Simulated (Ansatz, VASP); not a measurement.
## TiTe2 in VASP and in Ansatz

File INCAR:

```
SYSTEM = TiTe2
PREC = Accurate ; ENCUT = 520
EDIFF = 1E-6 ; ISMEAR = -1
SIGMA = 0.05 ; LREAL = .FALSE.
LASPH = .TRUE. ; NELM = 80
ALGO = Normal ; ISIF = 2
LWAVE = .FALSE. ; LCHARG = .FALSE.
GGA = PE ; NBANDS = 19
```

KPOINTS

```
regular mesh
0
G
  8 8 4
  0 0 0
```

Contents of POSCAR:

```
TiTe2
1.0
    3.8020139740      0.0000000000      0.0000000000
   -1.9010069870      3.2926406870      0.0000000000
    0.0000000000      0.0000000000      6.5410343667
Te Ti
2 1
Direct
    0.3333333333      0.6666666667      0.7372000000
    0.6666666667      0.3333333333      0.2628000000
    0.0000000000      0.0000000000      0.0000000000
```

File input.yaml:

```yaml
crystal:
  lattice:
    - [3.802013974, 0.0, 0.0]
    - [-1.901006987, 3.292640687, 0.0]
    - [0.0, 0.0, 6.5410343667]
  atoms:
    - { symbol: Te, position: [0.3333333333, 0.6666666667, 0.7372] }
    - { symbol: Te, position: [0.6666666667, 0.3333333333, 0.2628] }
    - { symbol: Ti, position: [0.0, 0.0, 0.0] }
hamiltonian:
  xc: pbe
  pseudopotentials: { kind: paw }
kpoints:
  mp_grid: { grid: [8, 8, 4] }
scf:
  occupations: { method: fermi_dirac, width: 0.05 }
output:
  forces: true
  stress: true
  eigenvalues: true
```

Alike in both runs: task single point; functional PBE; k mesh 8 × 8 × 4; occupations fermi-dirac, width 0.05 eV; no spin polarisation.

|  | VASP | Ansatz |
| --- | --- | --- |
| version | VASP 6.6.1 | Ansatz 0.2.0 |
| potentials or method | VASP PAW PBE potentials, release 64 (Te, Ti_sv) | Ansatz PAW |
| plane-wave cutoff (eV) | 520 | 420 |
| valence electrons in the cell | 24 | 44 |

Ansatz gave:

```
gap on the k mesh at the Fermi level (eV)       : none
pressure (GPa)                                  : -0.3
largest component of the traceless stress (GPa) : 0.28
rms of the force components (eV/Å)              : 0.072
```

**Question.** What did VASP give for the same quantities?

**Answer.** gap on the k mesh at the Fermi level (eV): none; pressure (GPa): -0.4; largest component of the traceless stress (GPa): 0.29; rms of the force components (eV/Å): 0.067.

Atom by atom the forces differ by 0.005 eV/Å (rms over components). A gap of «none» marks a metal or a gap that the smearing closes. The two sets of potentials don't hold the same shells in valence.

Caveats: this functional lacks dispersion, which binds the layers, so the pressure and a relaxed spacing across them are unreliable. The runs have no spin-orbit coupling, so splittings on Te are missing.
